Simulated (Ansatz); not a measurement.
The system is Ga.

```
Ga
1.0
    -1.38440    1.38440    2.31122
     1.38440   -1.38440    2.31122
     1.38440    1.38440   -2.31122
Ga
1
Direct
  0.00000 0.00000 0.00000
```

This isn't the form of Ga at room conditions, which is orthorhombic.

Base run:

- Program: Ansatz 0.2.0
- Functional: LDA
- Potentials or basis: all-electron LAPW, scalar-relativistic
- Cutoff: 238 eV (chosen from the basis error)
- Basis error allowed: 0.001 eV/atom
- k mesh: 13 × 13 × 13
- Occupations: fermi-dirac, width 0.05 eV
- Spin: no spin polarisation

Its results: pressure -2.4 GPa.

Q: The run is repeated on the same cell with these changes: functional from LDA to PBE. What comes out?

A: Pressure 3.5 GPa.

PBE binds less tightly than LDA, so the same cell stands under more pressure.
